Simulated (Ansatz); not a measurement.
CuO:

```xyz
4
Lattice="2.8795 0.0000 0.0000 0.0391 2.8793 0.0000 0.0175 0.0172 5.1763" Properties=species:S:1:pos:R:3 pbc="T T T"
Cu    0.0195    1.4396    0.0000
Cu    1.4485    0.0086    2.5882
O     2.8881    0.0177    3.8817
O     0.0479    2.8788    1.2947
```

The cell comes from a database or a generator and needn't be the stable form of this composition.

| Property | Result |
| --- | --- |
| Program | Ansatz 0.2.0 |
| Task | relaxation of cell and atoms |
| Functional | PBE |
| Potentials or basis | Ansatz PAW |
| Cutoff | 420 eV (not typed: the program's choice for these potentials) |
| k mesh | 9 × 9 × 5 |
| Occupations | fermi-dirac, width 0.05 eV |
| Spin | no spin polarisation |

At the start: volume 10.73 Å³/atom.

Where does the relaxation end?

It ends after 8 steps and the volume is 11.20 Å³/atom (+4.4 %); space group P4_2/mmc (No. 131, to 0.05 Å).

Step by step:
```csv
step,energy change (eV),largest force (eV/Å),volume (Å³)
1,0.0000,0.0116,42.92
2,-0.0246,0.0084,43.84
3,-0.0291,0.0045,44.63
4,-0.0289,0.0031,44.68
5,-0.0381,0.0032,44.68
6,-0.0379,0.0004,44.79
7,-0.0378,0.0001,44.80
8,-0.0384,0.0001,44.80
```

Final structure:
```cif
data_structure
_symmetry_space_group_name_H-M 'P 1'
_symmetry_Int_Tables_number 1
_cell_length_a 2.9498
_cell_length_b 2.9497
_cell_length_c 5.1488
_cell_angle_alpha 89.962
_cell_angle_beta 89.963
_cell_angle_gamma 89.852
_cell_volume 44.80
loop_
_atom_site_label
_atom_site_type_symbol
_atom_site_fract_x
_atom_site_fract_y
_atom_site_fract_z
_atom_site_occupancy
Cu1 Cu 0.00000 0.50000 0.00000 1
Cu2 Cu 0.50000 0.00000 0.50000 1
O1 O 0.99977 0.00023 0.75000 1
O2 O 0.00023 0.99977 0.25000 1
```

Caveat: the plane-wave basis is chosen anew once the cell has moved, so the energies of steps on either side of that aren't comparable; the pressure holds a Pulay correction of +0.6 GPa for the finite cutoff; the run has no spin polarisation, though such a crystal can be magnetic.
